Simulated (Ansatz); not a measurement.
The system is SnO.

```xyz
4
Lattice="3.8137 0.0000 0.0000 0.0000 3.8137 0.0000 0.0000 0.0000 4.8869" Properties=species:S:1:pos:R:3 pbc="T T T"
Sn    1.9068    0.0000    3.7367
Sn    0.0000    1.9068    1.1503
O     0.0000    0.0000    0.0000
O     1.9068    1.9068    0.0000
```

The cell is a database's computed one.

```yaml
Program: Ansatz 0.2.0
Task: relaxation of cell and atoms
Functional: PBEsol
Dispersion: D3(BJ)
Potentials_or_basis: Ansatz PAW
Cutoff: "420 eV (not typed: the program's choice for these potentials)"
k_mesh: 7 × 7 × 6
Occupations: fermi-dirac, width 0.05 eV
Spin: no spin polarisation
```

At the start: volume 17.77 Å³/atom.

Problem. Where does the relaxation end?

Solution. It ends after 8 steps and the volume is 16.20 Å³/atom (-8.8 %); space group P4/nmm (No. 129, to 0.05 Å).

The path:
```csv
step,energy change (eV),largest force (eV/Å),volume (Å³)
1,0.0000,0.0791,71.08
2,-0.0638,0.4112,65.15
3,-0.0710,0.3100,64.81
4,-0.0768,0.0095,65.37
5,-0.0775,0.0054,65.21
6,-0.0660,0.0019,65.21
7,-0.0678,0.0003,64.82
8,-0.0666,0.0008,64.82
```

Final structure:
```
Sn O
1.0
     3.77036    0.00000    0.00000
     0.00000    3.77036    0.00000
     0.00000    0.00000    4.55960
Sn O
2 2
Cartesian
  1.8852 0.0000 3.4041
  0.0000 1.8852 1.1555
  0.0000 0.0000 0.0000
  1.8852 1.8852 0.0000
```

Caveat: the plane-wave basis is chosen anew once the cell has moved, so the energies of steps on either side of that aren't comparable; the pressure holds a Pulay correction of +0.5 GPa for the finite cutoff; the PAW data sets come from PBE, with cores solved anew for the run's functional, which leaves a small shift of forces and pressure.
